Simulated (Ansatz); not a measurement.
# ZnS (rocksalt type): Wannier runs under varied settings

Aim: run 2 Wannier inputs for ZnS (rocksalt type) as typed, and read from each log whether it ends well.

Method: plane waves, PAW; the settings change from run to run, as each input shows, in Ansatz 0.2.0.

2 further runs of the same task are left out: 2 that didn't finish.

### 1 Starting point

The structure is cubic, space group Fm-3m (No. 225). The conventional cell has a = 5.062 Å, b = 5.062 Å, c = 5.062 Å, α = 90.00°, β = 90.00°, γ = 90.00°. Around Zn (site symmetry m-3m) lie 6 S at 2.53 Å. S (site symmetry m-3m) is surrounded by 6 Zn at 2.53 Å.

Coordinates:

```cif
data_structure
_symmetry_space_group_name_H-M 'Fm-3m'
_symmetry_Int_Tables_number 225
_cell_length_a 5.0620
_cell_length_b 5.0620
_cell_length_c 5.0620
_cell_angle_alpha 90.000
_cell_angle_beta 90.000
_cell_angle_gamma 90.000
_cell_volume 129.71
loop_
_atom_site_label
_atom_site_type_symbol
_atom_site_symmetry_multiplicity
_atom_site_Wyckoff_symbol
_atom_site_fract_x
_atom_site_fract_y
_atom_site_fract_z
_atom_site_occupancy
Zn1 Zn 4 a 0.00000 0.00000 0.00000 1
S1 S 4 b 0.50000 0.00000 0.00000 1
```

The cell was relaxed beforehand with r2SCAN; those runs aren't shown.

### 2 Input 1

Contents of input.yaml:

```yaml
crystal:
  lattice:
    - [0.0, 2.5310227333, 2.5310227333]
    - [2.5310227333, 0.0, 2.5310227333]
    - [2.5310227333, 2.5310227333, 0.0]
  atoms:
    - { symbol: Zn, position: [0.0, 0.0, 0.0] }
    - { symbol: S, position: [0.5, 0.5, 0.5] }
kpoints:
  mp_grid: { grid: [6, 6, 6] }
  band_path:
    path:
      - [0.0, 0.0, 0.0]
      - [0.5, 0.0, 0.5]
      - [0.625, 0.25, 0.625]
      - [0.375, 0.375, 0.75]
      - [0.5, 0.5, 0.5]
      - [0.5, 0.25, 0.75]
      - [0.1875, 0.1875, 0.375]
    npoints: 1
hamiltonian:
  xc: hse06
scf:
  occupations: { method: fermi_dirac, width: 0.02 }
  n_extra_bands: 8
output:
  forces: false
  stress: false
  eigenvalues: true
  wannier:
    kmesh: [6, 6, 6]
    projections:
      - { species: S, l: s, shell: 3 }
      - { species: S, l: p, shell: 3 }
      - { species: Zn, l: s, shell: 4 }
      - { species: Zn, l: p, shell: 4 }
    minimise: true
    write_hr: true
    conv_tol: 1.0e-08
    max_iter: 3000
    disentanglement: { window: [-18.11, 24.63], frozen_window: [-0.11, 10.13] }
  write_density: true
  write_potential: true
  elf: true
  volumetric_format: npy
```

On the command line:

```console
> ansatz run input.yaml --threads 4 --pin off --max-ram 3686MiB --backend cpu --events-out ev --progress --plain --runs-dir out
```

Output:

```text
Warning: RAYON_NUM_THREADS=4 ignored (pool sized by the plan → 4); use --threads N
Zn: the file doesn't list 4p, so it is added from the neutral free atom; the dataset's partial waves leave at most 1.1e-4 of an orbital's norm unspanned inside its sphere
scf.n_extra_bands = 8 over 9 filled bands (N_el = 18.0): the run solves 17 bands
Engine: ansatz 0.2.0, aarch64-unknown-linux-gnu
Pseudopotentials: kind: paw
Pseudopotential: Zn, paw, valence charge 12, recommended cutoff 420 eV (normal), Zn.paw.azcp
Pseudopotential: S, paw, valence charge 6, recommended cutoff 420 eV (normal), S.paw.azcp
Functional definition: HSE06
  parameter a = 0.25
  parameter omega = 0.11/bohr
  exchange = pbe_x - a*pbe_x_sr(omega) + a*exact_x_sr(omega)
  correlation = pbe_c
Crystal: 2 atoms, lattice volume = 32.428 Å³
Basis set: ecut = 420 eV, 609 PW (Γ)
Bands: 17, of which v1, the nominal top of the filled ones, is band 9 counted from 1 (8 counted from 0)
Symmetry: 48 space group operations
Space group: Fm-3m (ITA 225), of the structure as read, at distance tolerance 3.2e-5 Å
k-points: 16 of 216
Non-local potential: Zn, projectors of the file, l = 0: 2, l = 1: 2, l = 2: 3, l = 3: 1
Non-local potential: S, projectors of the file, l = 0: 2, l = 1: 2, l = 2: 2
PAW form: soft (Blöchl's): semilocal exchange-correlation on the pseudo side does not see the compensation charge
PAW frozen core: Zn, regenerated for the run's functional, and the local potential with it (the file was generated under x = pbe(κ = 0.804, μ = 0.2195149727645171), c = pbe(β = 0.06672455060314922))
PAW frozen core: S, regenerated for the run's functional, and the local potential with it (the file was generated under x = pbe(κ = 0.804, μ = 0.2195149727645171), c = pbe(β = 0.06672455060314922))
PAW one-centre angular grid: Zn, 590 points (default); XC on 64 Gauss nodes
PAW one-centre angular grid: S, 110 points (default); XC on 64 Gauss nodes
Initial density: superposition of atomic densities (neutral atoms: chi_scale 0, normalization atom), corrected by the library's trained network
Initial wavefunctions: pseudopotential atomic-orbital guess
Functional: x = pbe(κ = 0.804, μ = 0.2195149727645171), c = pbe(β = 0.06672455060314922), warm-up for x = pbe(κ = 0.804, μ = 0.2195149727645171) + 0.25 (exact − pbe) at short range (hse, ω = 0.20786987370883472 Å⁻¹), c = pbe(β = 0.06672455060314922); HSE06 as pw.x's `hse` composes it (authors' and Libxc's form: `xc: wpbeh`)
SCF iter   1: F=—  HF=-4222.084645 eV  |F-HF|=—  |Δ(HF+E_count)|=         —  Δρ=1.95e-3  dr2=6.96e-4  ethr=1.77e-3  ⟨swp⟩=7.7  Hψ=1358  notcnv=0
preconditioner: auto → none  [insulator: Δε(μ)=1.236 eV  Ē_g=16.223 eV  σ=0.020 eV  W_gap=0.75  n_scr=8 (ndim 8)  ℏωp=27.7 eV  f_vac=0.000  D(μ)=1.05/eV (n_scr^D=8)]
SCF iter   2: F=—  HF=-4222.084410 eV  |F-HF|=—  |Δ(HF+E_count)|=   2.35e-4  Δρ=8.51e-4  dr2=1.45e-4  ethr=3.87e-6  ⟨swp⟩=4.6  Hψ=842  notcnv=0  defer=2
iter 3 solved again at ethr=3.62e-8 eV; its pass at ethr=8.06e-7 eV (dr2=6.52e-6 eV) is discarded
SCF iter   3: F=—  HF=-4222.084365 eV  |F-HF|=—  |Δ(HF+E_count)|=   4.44e-5  Δρ=2.43e-4  dr2=6.53e-6  ethr=3.62e-8  ⟨swp⟩=2.0  Hψ=987  notcnv=0
SCF iter   4: F=—  HF=-4222.084389 eV  |F-HF|=—  |Δ(HF+E_count)|=   2.32e-5  Δρ=1.05e-4  dr2=1.20e-6  ethr=3.62e-8  ⟨swp⟩=3.0  Hψ=503  notcnv=0
SCF iter   5: F=—  HF=-4222.084397 eV  |F-HF|=—  |Δ(HF+E_count)|=   8.92e-6  Δρ=1.20e-5  dr2=1.85e-8  ethr=6.68e-9  ⟨swp⟩=3.4  Hψ=510  notcnv=0
SCF iter   6: F=—  HF=-4222.084397 eV  |F-HF|=—  |Δ(HF+E_count)|=   3.37e-8  Δρ=1.65e-6  dr2=7.73e-10  ethr=1.03e-10  ⟨swp⟩=4.1  Hψ=578  notcnv=0
SCF iter   7: F=-4222.084397 eV  HF=-4222.084397 eV  |F-HF|=9.46e-11  |Δ(HF+E_count)|=   1.26e-9  Δρ=7.00e-7  dr2=5.29e-11  ethr=4.29e-12  ⟨swp⟩=3.5  Hψ=556  notcnv=0
SCF 1 converged in 7 iterations: F = -4222.084397 eV  dr2 = 5.29e-11
Initial density: handed on by an earlier stage of this run
Initial wavefunctions: those handed on with the density
Functional: x = pbe(κ = 0.804, μ = 0.2195149727645171) + 0.25 (exact − pbe) at short range (hse, ω = 0.20786987370883472 Å⁻¹), c = pbe(β = 0.06672455060314922); HSE06 as pw.x's `hse` composes it (authors' and Libxc's form: `xc: wpbeh`)
Exchange kernel: α = 0.2500, screened, ω = 0.2079 Å⁻¹, Wigner–Seitz truncation, v(0) = 1045.6322 eV·Å³, q-mesh 6×6×6, nearest image of the exchange supercell L = 21.48 Å, pair-density grid 15×15×15, without the augmentation charges, whose exchange is taken in its separable form by FFT convolution over the k-point mesh (sized by the pseudopotential files, 20×20×20 at the most), smooth part of the exact exchange by density-matrix convolution
Frozen-core exchange: fock
iter 1 solved again at ethr=4.51e-4 eV; its pass at ethr=1.00e-1 eV (dr2=8.11e-2 eV) is discarded
SCF iter   1: F=—  HF=-4222.771534 eV  |F-HF|=—  |Δ(HF+E_count)|=         —  Δρ=2.45e-2  dr2=8.79e-2  ethr=4.51e-4  ⟨swp⟩=3.9  Hψ=1220  notcnv=0
preconditioner: auto → none  [insulator: Δε(μ)=0.606 eV  Ē_g=19.064 eV  σ=0.020 eV  W_gap=1.00  n_scr=8 (ndim 8)  ℏωp=27.7 eV  f_vac=0.000  D(μ)=0.00/eV (n_scr^D=0)]
SCF iter   2: F=—  HF=-4222.754338 eV  |F-HF|=—  |Δ(HF+E_count)|=   1.72e-2  Δρ=5.00e-3  dr2=6.54e-3  ethr=4.51e-4  ⟨swp⟩=3.1  Hψ=689  notcnv=0
SCF iter   3: F=—  HF=-4222.754401 eV  |F-HF|=—  |Δ(HF+E_count)|=   6.38e-5  Δρ=3.15e-3  dr2=1.33e-3  ethr=3.53e-5  ⟨swp⟩=3.3  Hψ=660  notcnv=0
SCF iter   4: F=—  HF=-4222.754388 eV  |F-HF|=—  |Δ(HF+E_count)|=   1.36e-5  Δρ=9.07e-4  dr2=1.35e-4  ethr=7.27e-6  ⟨swp⟩=2.2  Hψ=487  notcnv=0  defer=1
SCF iter   5: F=-4222.754325 eV  HF=-4222.754330 eV  |F-HF|=5.10e-6  |Δ(HF+E_count)|=   5.75e-5  Δρ=9.25e-5  dr2=2.95e-6  ethr=7.30e-7  ⟨swp⟩=3.2  Hψ=579  notcnv=0
SCF 2 stopped early in 5 iterations: F = -4222.754325 eV  dr2 = 2.95e-6
hybrid outer 1: dexx = +1.585e-2 eV, tail = 6.17e-5 eV
Exchange kernel: α = 0.2500, screened, ω = 0.2079 Å⁻¹, Wigner–Seitz truncation, v(0) = 1045.6322 eV·Å³, q-mesh 6×6×6, nearest image of the exchange supercell L = 21.48 Å, pair-density grid 15×15×15, without the augmentation charges, whose exchange is taken in its separable form by FFT convolution over the k-point mesh (sized by the pseudopotential files, 20×20×20 at the most), smooth part of the exact exchange by density-matrix convolution
Frozen-core exchange: fock
SCF iter   1: F=—  HF=-4222.753517 eV  |F-HF|=—  |Δ(HF+E_count)|=         —  Δρ=1.23e-4  dr2=2.69e-6  ethr=1.71e-6  ⟨swp⟩=3.2  Hψ=576  notcnv=0
preconditioner: auto → none  [insulator: Δε(μ)=0.736 eV  Ē_g=18.824 eV  σ=0.020 eV  W_gap=1.00  n_scr=8 (ndim 8)  ℏωp=27.7 eV  f_vac=0.000  D(μ)=0.00/eV (n_scr^D=0)]
SCF iter   2: F=—  HF=-4222.753520 eV  |F-HF|=—  |Δ(HF+E_count)|=   2.42e-6  Δρ=5.81e-5  dr2=6.21e-7  ethr=1.35e-8  ⟨swp⟩=4.0  Hψ=591  notcnv=0
SCF iter   3: F=—  HF=-4222.753520 eV  |F-HF|=—  |Δ(HF+E_count)|=   1.01e-8  Δρ=2.05e-5  dr2=1.07e-7  ethr=3.44e-9  ⟨swp⟩=3.1  Hψ=542  notcnv=0
SCF iter   4: F=-4222.753520 eV  HF=-4222.753520 eV  |F-HF|=1.67e-8  |Δ(HF+E_count)|=   1.16e-7  Δρ=7.14e-6  dr2=1.65e-8  ethr=5.47e-10  ⟨swp⟩=3.1  Hψ=529  notcnv=0  defer=1
SCF 3 converged in 4 iterations: F = -4222.753520 eV  dr2 = 1.65e-8
hybrid outer 2: dexx = +1.394e-6 eV, tail = 8.37e-8 eV, Δε = 6.60e-3 eV (about 2.99e-4 eV left of the loop's levels)
NSCF: frozen V_eff on 7 k-points
NSCF: frozen V_eff on 19 k-points
the Wannier pass solved 19 of the 216 points of its mesh, and has the states at the others by symmetry: states obtained by the crystal's operations at points that were solved too leave a residual of 5.83e-14 eV (read by the count's bands and the next), within 4.17e-6 eV
NSCF: frozen V_eff on 19 k-points
the Wannier pass solved 19 of the 216 points of its mesh, and has the states at the others by symmetry: states obtained by the crystal's operations at points that were solved too leave a residual of 2.15e-13 eV (read by the count's bands and the next), within 4.17e-6 eV
hybrid SCF converged: 2 outer / 9 inner (+7 warm-up), last move |dexx| = 1.39e-6 eV, tail = 8.37e-8 eV
Stability not checked: this state was not tested for a lower state beside it, because the functional holds exact exchange (a hybrid, or Hartree-Fock), whose exchange loop this test does not read (fock_operator; see scf.lower_state_search)
Free energy (F): -4222.753520 eV
Frozen-core exchange: fock
Harris-Foulkes:  -4222.753520 eV  (|F-HF|=1.67e-8)
Internal energy: -4222.753520 eV  (E = F + TS)
E sigma→0 (E₀):  -4222.753520 eV
Fermi energy:    8.274282 eV
--- Per-component energies (eV) ---
  E_band       = 16.084656
  E_kinetic    = 238.000326
  E_local      = -1808.381675  (includes V_loc(G=0)·N_el)
  E_nonlocal   = 650.125182
  E_hartree    = 763.546543
  E_xc         = -186.373290
  E_vxc        = -111.459700  (∫ρ·V_xc dr)
  E_exx        = -53.222355  (= α·E_x^exact, valence–valence)
  E_paw        = -2430.002173  (= ΣΔE_a)
  E_vpaw       = -372.848051  (= ΣTr[D̂ρ^β])
  E_aug_tail   = -0.000375  (compensation charges beyond the density's cutoff)
  E_ewald      = -1396.993023
  E_core_change = 0.547318  (= ΣΔE_core)
  E_smearing   = -0.000000  (= −TS)
  E_closure    = -0.000000  (closes the sum)
  Σ components = -4222.753520   (vs F -4222.753520, Δ=-9.09e-13)
--- Band table (eV; the first three rows and the last of 16) ---
  k-point 0: bands = ["-7.3671", "-0.2740", "-0.2740", "-0.2206", "-0.2206", "-0.2206", "7.3218", "7.3218", "7.3218", "11.0753", "18.0563", "18.0563", "18.0563", "21.2450", "21.2450", "21.2450", "21.2856"]
  k-point 1: bands = ["-7.0109", "-0.3420", "-0.3420", "-0.2546", "-0.1874", "-0.1874", "5.2472", "7.4076", "7.4076", "12.6800", "16.8343", "17.4856", "17.4856", "19.4038", "19.4038", "20.7039", "24.4723"]
  k-point 2: bands = ["-6.1122", "-0.4825", "-0.4825", "-0.4229", "-0.1103", "-0.1103", "2.6098", "7.6209", "7.6209", "13.0949", "15.4374", "15.4374", "16.9836", "20.9791", "21.3750", "21.3750", "29.2440"]
  k-point 15: bands = ["-5.2298", "-0.3620", "-0.3177", "-0.1690", "-0.0186", "0.3872", "2.8275", "4.2789", "4.3204", "11.2809", "15.8041", "17.6117", "19.2167", "22.9114", "24.6988", "25.3372", "26.5560"]
Error: a combination of the trial orbitals is all but absent from the optimal subspace at ik = 0: its weight there is 1.8e-15 of the largest combination's or less, which the computation cannot tell from zero, so that the projections give no starting gauge (the trial orbitals are those of output.wannier.projections, and ik = 0 is k-point 1 of the .win and .amn files); move output.wannier.disentanglement.frozen_window, whose bands are always kept in the subspace
```

Run time: 2.5 min. Hardware: 4 threads of Arm Neoverse N1, shared host; peak memory 1.2 GiB.

**Diagnosis.** The run stopped with an error. Some combination of the trial orbitals has almost no weight, at one k point, in the states chosen from the window. To mend it, choose trial orbitals that match the bands, or move the windows as the message advises.

### 3 Input 2

Contents of input.yaml:

```yaml
crystal:
  lattice:
    - [0.0, 2.5310227333, 2.5310227333]
    - [2.5310227333, 0.0, 2.5310227333]
    - [2.5310227333, 2.5310227333, 0.0]
  atoms:
    - { symbol: Zn, position: [0.0, 0.0, 0.0] }
    - { symbol: S, position: [0.5, 0.5, 0.5] }
kpoints:
  mp_grid: { grid: [6, 6, 6] }
  band_path:
    path:
      - [[0.0, 0.0, 0.0], [0.5, -7.549377124123e-36, 0.5], [0.625, 0.25, 0.625]]
      - [[0.375, 0.375, 0.75], [0.0, 0.0, 0.0], [0.5, 0.5, 0.5], [0.5, 0.25, 0.75], [0.5, -7.549377124123e-36, 0.5]]
    npoints: 10
hamiltonian:
  xc: pbe
scf:
  occupations: { method: fermi_dirac, width: 0.02 }
  n_extra_bands: 6
output:
  forces: false
  stress: false
  eigenvalues: true
  wannier:
    kmesh: [6, 6, 6]
    projections: [{ species: S, l: p, shell: 3 }]
    minimise: true
    write_hr: true
    conv_tol: 1.0e-08
    max_iter: 1000
    disentanglement: { window: [0.52, 12.52], frozen_window: [-3.48, 16.52] }
```

On the command line:

```console
> ansatz run input.yaml --threads 4 --pin off --max-ram 3686MiB --backend cpu --events-out ev --progress --plain --runs-dir out
```

Output:

```text
Error: invalid value for `output.wannier.disentanglement.frozen_window`: [-3.48, 16.52] eV must nest inside the outer window [0.52, 12.52] eV
```

Wall time 0.08 s (4 threads of Arm Neoverse N1, shared host); peak memory 0.1 GiB.

**Diagnosis.** The program refused the input. The frozen window reaches beyond the outer window. Fix: keep the frozen window inside the outer one.

### 4 Summary

```tsv
input	settings	ended	fault	time
1	HSE06, 8 functions, 6×6×6, window -18.11 to 24.63 eV, frozen -0.11 to 10.13 eV	stopped by an error	some combination of the trial orbitals has almost no weight, at one k point, in the states chosen from the window	2.5 min
2	PBE, 3 functions, 6×6×6, window 0.52 to 12.52 eV, frozen -3.48 to 16.52 eV	refused	the frozen window reaches beyond the outer window	0.08 s
```

**Reading.** 1 stopped by an error, 1 refused. No run passed without a fault or warning, so no result is quoted.
